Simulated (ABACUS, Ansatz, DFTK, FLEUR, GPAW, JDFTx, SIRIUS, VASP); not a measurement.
KBr: programs and potentials compared

```
Br K
1.0
     0.00000    3.30000    3.30000
     3.30000    0.00000    3.30000
     3.30000    3.30000    0.00000
Br K
1 1
Direct
  0.50000 0.50000 0.50000
  0.00000 0.00000 0.00000
```

Alike in all runs: task equation of state; functional PBEsol; k mesh 7 × 7 × 7; occupations fermi-dirac, width 0.05 eV; no spin polarisation; no spin-orbit coupling.

| program and potentials | plane-wave cutoff (eV) | notes | equilibrium volume (Å³/atom) | bulk modulus (GPa) |
| --- | --- | --- | --- | --- |
| Ansatz, Ansatz PAW | 420 | potentials made for PBE, which Ansatz adapts in part | 35.13 | 15.4 |
| ABACUS, PseudoDojo NC SR 0.4.1 PBEsol standard, plane waves | 1007 | - | 35.11 | 15.4 |
| JDFTx, PseudoDojo-SR-PBEsol-0.4.1-standard with smoothed tails | 1007 | - | 35.11 | 15.4 |
| VASP, PBE PAW files Br, K_sv, 520 eV | 520 | potentials made for PBE | 35.28 | 15.4 |
| FLEUR, all-electron, FLAPW | - | - | 35.13 | 15.4 |
| SIRIUS, PseudoDojo 0.4.1 PBEsol standard (scalar relativistic) | 1030 | - | 35.11 | 15.4 |
| GPAW, PAW data sets generated for this functional | 600 | - | 35.12 | 15.4 |
| Ansatz, all-electron LAPW, scalar-relativistic | - | - | 35.12 | 15.4 |
| DFTK, PseudoDojo SR PBEsol 0.4.1 standard (PBEsol) | 1007 | - | 35.11 | 15.4 |

The equilibrium volume spans 35.11 (SIRIUS, PseudoDojo 0.4.1 PBEsol standard (scalar relativistic)) to 35.28 Å³/atom (VASP, PBE PAW files Br, K_sv, 520 eV), with all-electron results at 35.12 to 35.13. All agree on the bulk modulus.

The functional is the same throughout but for its coding, so the spread measures potentials, basis and numerics; runs on potential files found faulty are left out.
